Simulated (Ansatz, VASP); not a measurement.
Given: the input of a run of Ansatz 0.2.0 on PtSe2 (Sudovikovite).

File input.yaml:

```yaml
crystal:
  lattice:
    - [3.724, 0.0, 0.0]
    - [-1.862, 3.2250786037, 0.0]
    - [0.0, 0.0, 5.062]
  atoms:
    - { symbol: Pt, position: [0.0, 0.0, 0.0] }
    - { symbol: Se, position: [0.6666666667, 0.3333333333, 0.75] }
    - { symbol: Se, position: [0.3333333333, 0.6666666667, 0.25] }
hamiltonian:
  xc: pbesol
  pseudopotentials: { kind: paw }
kpoints:
  mp_grid: { grid: [8, 8, 5] }
scf:
  occupations: { method: fermi_dirac, width: 0.05 }
output:
  forces: true
  stress: true
  eigenvalues: true
```

Potentials or basis: Ansatz PAW.

Command:

```bash
$ ansatz run input.yaml --threads 1 --pin off --max-ram 3584MiB --backend cpu --events-out ev --progress --plain --runs-dir out
```

Question: Translate it to VASP 6.6.1. Potentials there: VASP PAW PBE potentials, release 64 (Pt, Se).

Answer: As run (the cutoff follows the program's own potentials):

Contents of INCAR:

```
SYSTEM = PtSe2
  PREC = Accurate
  ENCUT = 520
  EDIFF = 1E-7
  ISMEAR = -1
  SIGMA = 0.05
  LREAL = .False.
  LASPH = .True.
  NELM = 60
  ALGO = Normal
  ISIF = 2
  LWAVE = .False.
  LCHARG = .False.
  GGA = PS
  NBANDS = 18
```

File KPOINTS:

```
regular mesh
0
Gamma
  8 8 5
  0 0 0
```

The input POSCAR:

```
PtSe2
1.0
    3.7240000000      0.0000000000      0.0000000000
   -1.8620000000      3.2250786037      0.0000000000
    0.0000000000      0.0000000000      5.0620000000
Pt Se
1 2
Direct
    0.0000000000      0.0000000000      0.0000000000
    0.6666666667      0.3333333333      0.7500000000
    0.3333333333      0.6666666667      0.2500000000
```

Potentials or basis: VASP PAW PBE potentials, release 64 (Pt, Se).

Command:

```console
$ cat potpaw_PBE.64/Pt/POTCAR potpaw_PBE.64/Se/POTCAR > POTCAR
$ mpirun -np 1 vasp_std > vasp.out
```

Both were run:

|  | VASP | Ansatz | Ansatz less VASP |
| --- | --- | --- | --- |
| gap on the k mesh at the Fermi level (eV) | none | none | - |
| pressure (GPa) | 2.2 | 2.1 | -0.09 |
| largest component of the traceless stress (GPa) | 0.95 | 0.92 | -0.033 |
| rms of the force components (eV/Å) | 0.168 | 0.160 | -0.0080 |

Atom by atom the forces differ by 0.008 eV/Å (rms over components). A gap of «none» marks a metal or a gap that the smearing closes. The two sets of potentials don't hold the same shells in valence.

Caveats: the PAW data sets were made with another functional, which shifts forces and pressure a little (VASP); the PAW data sets come from PBE, with cores solved anew for the run's functional, which leaves a small shift of forces and pressure (Ansatz). Spin-orbit coupling is left out, which matters for the levels of Pt.
